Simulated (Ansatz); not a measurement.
Born–Oppenheimer molecular dynamics of a periodic cell of 16 atoms, WC (start crystal WC, start structure P-6m2, volume 1.05 times the crystal's). It goes on from the last frame of an earlier run, with new velocities.

Computed with DFT PBE, scalar-relativistic, plane waves, PAW in Ansatz 0.2.0. Settings: accuracy low, cutoff 420 eV, k mesh 2x2x2, fermi-dirac smearing 0.17 eV, no spin polarisation.

* ensemble: NPT, Langevin
* time step: 1 fs
* steps asked: 300
* set temperature: 1400 K
* friction: 0.02 /fs
* pressure: 0 GPa
* seed: 17688

Frames 10 fs apart, positions in Å.

Velocities at 180.0 fs (Å/ps):

```
W 2.30 0.49 0.97
C -0.43 2.50 -5.37
W 1.45 -1.00 -3.32
C 10.05 5.25 -17.84
W 0.18 -3.15 -5.78
C -6.31 12.99 -14.14
W -1.52 -3.24 -1.82
C -3.05 3.85 2.63
W -2.65 -0.38 3.64
C 1.13 7.50 1.84
W 0.90 2.18 -0.67
C -8.22 -4.15 18.00
W -3.25 -0.82 -1.49
C -7.06 -3.95 0.11
W 0.48 0.81 3.45
C -8.16 15.86 10.15
```

```xyz
16
Lattice="-2.9680 -5.1408 0.0000 4.4521 -2.5704 0.0000 0.0000 0.0000 5.8261" Properties=species:S:1:pos:R:3 time_fs=180.0 energy_less_start_eV=-1.531 T=1177
W 0.198 -4.987 -0.177
C 1.675 -4.248 1.129
W 0.186 -4.958 2.633
C 1.553 -3.932 4.301
W -1.311 -2.459 -0.206
C 0.198 -1.611 1.203
W -1.315 -2.338 2.840
C 0.227 -1.474 4.104
W 1.607 -2.365 -0.238
C 3.240 -1.603 1.112
W 1.665 -2.405 2.643
C 3.046 -1.420 4.180
W 0.228 0.187 -0.286
C -1.325 -4.283 1.255
W 0.157 0.187 2.590
C -1.287 -4.136 4.072
16
Lattice="-2.9628 -5.1318 0.0000 4.4443 -2.5659 0.0000 0.0000 0.0000 5.8159" Properties=species:S:1:pos:R:3 time_fs=190.0 energy_less_start_eV=-1.693 T=1315
W 0.211 -4.975 -0.175
C 1.702 -4.175 1.169
W 0.196 -4.968 2.605
C 1.661 -3.950 4.102
W -1.302 -2.481 -0.263
C 0.120 -1.421 1.095
W -1.325 -2.362 2.816
C 0.199 -1.493 4.137
W 1.603 -2.371 -0.195
C 3.179 -1.546 1.175
W 1.666 -2.375 2.639
C 3.023 -1.511 4.273
W 0.189 0.172 -0.296
C -1.380 -4.247 1.228
W 0.163 0.190 2.624
C -1.382 -4.025 4.217
16
Lattice="-2.9425 -5.0965 0.0000 4.4137 -2.5482 0.0000 0.0000 0.0000 5.7759" Properties=species:S:1:pos:R:3 time_fs=200.0 energy_less_start_eV=-1.200 T=1296
W 0.214 -4.928 -0.166
C 1.718 -4.051 1.338
W 0.204 -4.958 2.581
C 1.711 -4.015 3.946
W -1.264 -2.474 -0.307
C 0.048 -1.282 1.196
W -1.339 -2.362 2.755
C 0.161 -1.551 4.107
W 1.582 -2.364 -0.151
C 3.042 -1.475 1.289
W 1.662 -2.327 2.623
C 3.066 -1.613 4.256
W 0.137 0.175 -0.304
C -1.280 -4.061 1.270
W 0.177 0.180 2.636
C -1.401 -4.025 4.231
16
Lattice="-2.9198 -5.0573 0.0000 4.3798 -2.5287 0.0000 0.0000 0.0000 5.7315" Properties=species:S:1:pos:R:3 time_fs=210.0 energy_less_start_eV=-1.003 T=1164
W 0.224 -4.878 -0.149
C 1.701 -3.970 1.376
W 0.208 -4.921 2.552
C 1.641 -4.120 3.889
W -1.247 -2.453 -0.324
C 0.056 -1.351 1.312
W -1.346 -2.352 2.669
C 0.127 -1.604 4.046
W 1.577 -2.346 -0.110
C 2.998 -1.476 1.320
W 1.640 -2.287 2.594
C 3.082 -1.626 4.077
W 0.114 0.185 -0.306
C -1.202 -3.930 1.307
W 0.173 0.166 2.662
C -1.258 -4.181 4.054
16
Lattice="-2.9058 -5.0330 0.0000 4.3587 -2.5165 0.0000 0.0000 0.0000 5.7039" Properties=species:S:1:pos:R:3 time_fs=220.0 energy_less_start_eV=-1.173 T=1195
W 0.212 -4.856 -0.144
C 1.598 -3.985 1.218
W 0.201 -4.883 2.535
C 1.471 -4.128 4.065
W -1.240 -2.418 -0.322
C 0.102 -1.541 1.232
W -1.346 -2.350 2.619
C 0.184 -1.605 3.959
W 1.593 -2.339 -0.085
C 3.073 -1.445 1.147
W 1.609 -2.260 2.576
C 3.026 -1.571 3.991
W 0.107 0.191 -0.305
C -1.225 -3.906 1.240
W 0.183 0.183 2.691
C -1.188 -4.271 3.911
16
Lattice="-2.9054 -5.0322 0.0000 4.3580 -2.5161 0.0000 0.0000 0.0000 5.7031" Properties=species:S:1:pos:R:3 time_fs=230.0 energy_less_start_eV=-0.788 T=900
W 0.184 -4.860 -0.142
C 1.565 -3.975 1.112
W 0.198 -4.869 2.545
C 1.484 -4.110 4.196
W -1.258 -2.388 -0.314
C 0.168 -1.629 1.136
W -1.353 -2.335 2.585
C 0.297 -1.580 4.000
W 1.608 -2.340 -0.086
C 3.216 -1.476 1.040
W 1.599 -2.250 2.583
C 2.996 -1.534 3.988
W 0.135 0.202 -0.321
C -1.330 -3.973 1.160
W 0.179 0.195 2.706
C -1.235 -4.188 3.982
16
Lattice="-2.9257 -5.0675 0.0000 4.3886 -2.5337 0.0000 0.0000 0.0000 5.7430" Properties=species:S:1:pos:R:3 time_fs=240.0 energy_less_start_eV=-1.969 T=1724
W 0.147 -4.898 -0.153
C 1.720 -4.018 1.210
W 0.208 -4.892 2.568
C 1.639 -4.053 4.074
W -1.283 -2.366 -0.296
C 0.125 -1.595 1.128
W -1.350 -2.329 2.552
C 0.244 -1.456 4.154
W 1.637 -2.357 -0.105
C 3.211 -1.620 1.219
W 1.603 -2.266 2.645
C 3.041 -1.437 4.065
W 0.176 0.218 -0.334
C -1.423 -4.072 1.134
W 0.169 0.205 2.734
C -1.267 -3.985 4.167
16
Lattice="-2.9534 -5.1154 0.0000 4.4301 -2.5577 0.0000 0.0000 0.0000 5.7974" Properties=species:S:1:pos:R:3 time_fs=250.0 energy_less_start_eV=-0.554 T=1235
W 0.133 -4.963 -0.167
C 1.757 -4.178 1.324
W 0.214 -4.931 2.608
C 1.772 -3.982 3.953
W -1.314 -2.332 -0.277
C 0.111 -1.405 1.218
W -1.344 -2.347 2.541
C 0.127 -1.404 4.240
W 1.647 -2.396 -0.136
C 3.173 -1.655 1.397
W 1.595 -2.286 2.702
C 3.132 -1.332 4.190
W 0.217 0.200 -0.345
C -1.386 -4.098 1.216
W 0.166 0.235 2.761
C -1.244 -3.856 4.266
16
Lattice="-2.9657 -5.1368 0.0000 4.4486 -2.5684 0.0000 0.0000 0.0000 5.8216" Properties=species:S:1:pos:R:3 time_fs=260.0 energy_less_start_eV=-0.755 T=1619
W 0.132 -4.993 -0.189
C 1.603 -4.184 1.210
W 0.210 -4.934 2.633
C 1.773 -3.916 4.065
W -1.338 -2.275 -0.275
C 0.152 -1.288 1.376
W -1.328 -2.376 2.524
C 0.030 -1.460 4.141
W 1.647 -2.417 -0.172
C 3.094 -1.595 1.361
W 1.593 -2.283 2.746
C 3.233 -1.338 4.294
W 0.231 0.167 -0.342
C -1.270 -4.129 1.354
W 0.164 0.265 2.747
C -1.230 -3.919 4.164
16
Lattice="-2.9582 -5.1237 0.0000 4.4373 -2.5619 0.0000 0.0000 0.0000 5.8068" Properties=species:S:1:pos:R:3 time_fs=270.0 energy_less_start_eV=-0.390 T=1217
W 0.140 -4.975 -0.188
C 1.395 -4.019 1.023
W 0.218 -4.883 2.650
C 1.686 -3.916 4.164
W -1.341 -2.223 -0.284
C 0.246 -1.330 1.354
W -1.314 -2.385 2.498
C 0.073 -1.458 4.036
W 1.633 -2.412 -0.208
C 3.015 -1.434 1.212
W 1.575 -2.260 2.757
C 3.239 -1.440 4.250
W 0.209 0.144 -0.322
C -1.201 -4.144 1.336
W 0.150 0.274 2.719
C -1.244 -4.069 4.107
16
Lattice="-2.9314 -5.0774 0.0000 4.3971 -2.5387 0.0000 0.0000 0.0000 5.7542" Properties=species:S:1:pos:R:3 time_fs=280.0 energy_less_start_eV=-0.929 T=1410
W 0.159 -4.905 -0.176
C 1.369 -3.826 1.099
W 0.229 -4.812 2.652
C 1.551 -4.017 4.165
W -1.321 -2.173 -0.294
C 0.263 -1.445 1.160
W -1.299 -2.373 2.477
C 0.151 -1.436 3.960
W 1.614 -2.381 -0.253
C 3.009 -1.456 1.138
W 1.565 -2.271 2.754
C 3.119 -1.553 4.060
W 0.184 0.141 -0.291
C -1.257 -4.138 1.227
W 0.144 0.276 2.663
C -1.235 -4.145 4.079
16
Lattice="-2.9202 -5.0580 0.0000 4.3803 -2.5290 0.0000 0.0000 0.0000 5.7323" Properties=species:S:1:pos:R:3 time_fs=290.0 energy_less_start_eV=-1.031 T=1579
W 0.177 -4.889 -0.163
C 1.612 -3.833 1.358
W 0.230 -4.796 2.669
C 1.518 -4.075 4.166
W -1.310 -2.161 -0.308
C 0.200 -1.489 1.054
W -1.295 -2.378 2.463
C 0.112 -1.472 4.011
W 1.595 -2.368 -0.297
C 3.089 -1.501 1.116
W 1.560 -2.312 2.765
C 3.054 -1.596 3.897
W 0.180 0.158 -0.253
C -1.329 -4.031 1.018
W 0.153 0.269 2.627
C -1.304 -4.070 4.042
```

Of the whole run (300 fs, mean temperature of the second half 1257 K): The conserved energy stayed within 0.24 meV per atom of its start (net change 0.17 meV per atom), so the integration is sound. The mean temperature of the second half is 10 % below the set value. A run of 0.3 ps of so small a system gives no equilibrium averages. Limits of this set-up: coarse k mesh, low accuracy level. The cell's volume went from 166 to 170 Å³.

The run took 17 min on 1 thread of Intel(R) Xeon(R) Platinum 8488C (Sapphire Rapids), on a shared host, peak memory 0.71 GiB.
